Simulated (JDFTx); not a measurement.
A run of JDFTx 1.7.0 (patched build) is set up as follows.

The input bands.in:

```
include GaN.lattice
coords-type Lattice
include GaN.ionpos

ion-species pseudo/Ga.upf
ion-species pseudo/N.upf
elec-cutoff 40 320
elec-ex-corr mgga-x-scan mgga-c-scan
elec-smearing Fermi 0.0018374661
elec-n-bands 15
electronic-minimize nIterations 30 energyDiffThreshold 1e-06
davidson-band-ratio 1.3
forces-output-coords Cartesian
include path.kpoints
symmetries none
fix-electron-density run.$VAR

dump-name bands.$VAR
dump End Ecomponents EigStats BandEigs Kpoints Forces
```

The input GaN.lattice:

```
lattice \
    0.0000000000     4.2584989699     4.2584989699 \
    4.2584989699     0.0000000000     4.2584989699 \
    4.2584989699     4.2584989699     0.0000000000
```

GaN.ionpos

```
ion Ga     0.0000000000     0.0000000000     0.0000000000 1
ion N      0.2500000000     0.2500000000     0.2500000000 1
```

Contents of path.kpoints:

```
kpoint +0.0000000000 +0.0000000000 +0.0000000000 0.020000000000
kpoint +0.0714285714 +0.0000000000 +0.0714285714 0.020000000000
kpoint +0.1428571429 +0.0000000000 +0.1428571429 0.020000000000
kpoint +0.2142857143 +0.0000000000 +0.2142857143 0.020000000000
kpoint +0.2857142857 +0.0000000000 +0.2857142857 0.020000000000
kpoint +0.3571428571 +0.0000000000 +0.3571428571 0.020000000000
kpoint +0.4285714286 +0.0000000000 +0.4285714286 0.020000000000
kpoint +0.5000000000 +0.0000000000 +0.5000000000 0.020000000000
kpoint +0.5000000000 +0.0833333333 +0.5833333333 0.020000000000
kpoint +0.5000000000 +0.1666666667 +0.6666666667 0.020000000000
kpoint +0.5000000000 +0.2500000000 +0.7500000000 0.020000000000
kpoint +0.4375000000 +0.3125000000 +0.7500000000 0.020000000000
kpoint +0.3750000000 +0.3750000000 +0.7500000000 0.020000000000
kpoint +0.3281250000 +0.3281250000 +0.6562500000 0.020000000000
kpoint +0.2812500000 +0.2812500000 +0.5625000000 0.020000000000
kpoint +0.2343750000 +0.2343750000 +0.4687500000 0.020000000000
kpoint +0.1875000000 +0.1875000000 +0.3750000000 0.020000000000
kpoint +0.1406250000 +0.1406250000 +0.2812500000 0.020000000000
kpoint +0.0937500000 +0.0937500000 +0.1875000000 0.020000000000
kpoint +0.0468750000 +0.0468750000 +0.0937500000 0.020000000000
kpoint +0.0000000000 +0.0000000000 +0.0000000000 0.020000000000
kpoint +0.0833333333 +0.0833333333 +0.0833333333 0.020000000000
kpoint +0.1666666667 +0.1666666667 +0.1666666667 0.020000000000
kpoint +0.2500000000 +0.2500000000 +0.2500000000 0.020000000000
kpoint +0.3333333333 +0.3333333333 +0.3333333333 0.020000000000
kpoint +0.4166666667 +0.4166666667 +0.4166666667 0.020000000000
kpoint +0.5000000000 +0.5000000000 +0.5000000000 0.020000000000
kpoint +0.5250000000 +0.4500000000 +0.5250000000 0.020000000000
kpoint +0.5500000000 +0.4000000000 +0.5500000000 0.020000000000
kpoint +0.5750000000 +0.3500000000 +0.5750000000 0.020000000000
kpoint +0.6000000000 +0.3000000000 +0.6000000000 0.020000000000
kpoint +0.6250000000 +0.2500000000 +0.6250000000 0.020000000000
kpoint +0.5625000000 +0.2500000000 +0.6875000000 0.020000000000
kpoint +0.5000000000 +0.2500000000 +0.7500000000 0.020000000000
kpoint +0.5000000000 +0.2916666667 +0.7083333333 0.020000000000
kpoint +0.5000000000 +0.3333333333 +0.6666666667 0.020000000000
kpoint +0.5000000000 +0.3750000000 +0.6250000000 0.020000000000
kpoint +0.5000000000 +0.4166666667 +0.5833333333 0.020000000000
kpoint +0.5000000000 +0.4583333333 +0.5416666667 0.020000000000
kpoint +0.5000000000 +0.5000000000 +0.5000000000 0.020000000000
kpoint +0.4791666667 +0.4791666667 +0.5416666667 0.020000000000
kpoint +0.4583333333 +0.4583333333 +0.5833333333 0.020000000000
kpoint +0.4375000000 +0.4375000000 +0.6250000000 0.020000000000
kpoint +0.4166666667 +0.4166666667 +0.6666666667 0.020000000000
kpoint +0.3958333333 +0.3958333333 +0.7083333333 0.020000000000
kpoint +0.3750000000 +0.3750000000 +0.7500000000 0.020000000000
kpoint +0.6250000000 +0.2500000000 +0.6250000000 0.020000000000
kpoint +0.5833333333 +0.1666666667 +0.5833333333 0.020000000000
kpoint +0.5416666667 +0.0833333333 +0.5416666667 0.020000000000
kpoint +0.5000000000 +0.0000000000 +0.5000000000 0.020000000000
```

Potentials or basis: SG15-PBE-1.2.

The run is started by

```console
$ jdftx -c 1 -i bands.in -o bands.out
```

**Question.** Predict the band gap along the path.

**Answer.** 1.78 eV, direct.

Levels at the corners of the path, in eV from the valence-band top:
```
point  band 7  band 8  band 9  band 10  band 11  band 12
    Γ    0.00    0.00    0.00     1.78    10.66    10.66
    X   -6.39   -2.88   -2.88     3.73     6.99    12.51
    W   -6.00   -3.83   -3.80     6.76     8.78    10.67
    K   -6.16   -4.41   -2.32     5.40     8.28    11.80
    Γ    0.00    0.00    0.00     1.78    10.66    10.66
    L   -7.31   -1.05   -1.05     4.81     9.41    10.82
    U   -6.16   -4.41   -2.32     5.40     8.28    11.80
    W   -6.00   -3.83   -3.80     6.76     8.78    10.67
    L   -7.31   -1.05   -1.05     4.81     9.41    10.82
    K   -6.16   -4.41   -2.32     5.40     8.28    11.80
    U   -6.16   -4.41   -2.32     5.40     8.28    11.80
    X   -6.39   -2.88   -2.88     3.73     6.99    12.51
```

**What was measured.**

A printed reference work, textbook reports, for a bulk crystal of GaN at 0 K: band gap 3.299 eV (direct).

Measured gap of GaN: 3.299 eV (direct; 0 K; a printed reference work, textbook). This calculation gives 1.78 eV (-1.52 eV). Spin-orbit coupling on Ga is left out. The value is that of SCAN, without temperature or zero-point motion. The cell is a database's relaxed one, not the measured one, which moves gaps too.
